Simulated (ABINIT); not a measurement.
An input for ABINIT 10.8.3 (patched build) (BaF2 (Frankdicksonite)):

Contents of run.abi:

```
# Pseudopotentials
pp_dirpath "./"
pseudos "Ba.GGA_PBE-ansatz.xml, F.GGA_PBE-ansatz.xml"

# Structure
acell 3*1.0
rprim
     0.0000000000     5.8582454726     5.8582454726
     5.8582454726     0.0000000000     5.8582454726
     5.8582454726     5.8582454726     0.0000000000
ntypat 3
znucl 56 9
natom 3
typat 1 2 2
xred
     0.0000000000     0.0000000000     0.0000000000
     0.7500000000     0.7500000000     0.7500000000
     0.2500000000     0.2500000000     0.2500000000

# Plane-wave basis
ecut 19.0
pawecutdg 38.0

# k points
kptopt 1
ngkpt 6 6 6
nshiftk 1
shiftk 0.0 0.0 0.0

# Exchange and correlation
ixc -497498
usekden 1
pawxcdev 0

# Bands and occupations
nband 16
occopt 3
tsmear 0.05 eV

# SCF cycle
nstep 60
tolvrs 1.0e-7

# Output
iomode 3
prtwf 0
prtden 0
prteig 0
prtebands 0
```

Potentials or basis: Ansatz PAW PBE default generated set, frozen core.

The run is started by

```console
$ mpirun --bind-to none -np 4 abinit run.abi > log 2>&1
```

Question: How does this run end?

Answer: The run stopped without a result. It printed:

run.abo:

```text
.Version 10.8.3 of ABINIT
--- !ERROR
message: |
    Not enough pseudopotentials in input `pseudos` string, expecting npsp: 3
    Perhaps the separator (=a comma) is missing between pseudopotentials in input `pseudos` string.
...

--- !ERROR
message: |
    Not enough pseudopotentials in input `pseudos` string, expecting npsp: 3
    Perhaps the separator (=a comma) is missing between pseudopotentials in input `pseudos` string.
...
```
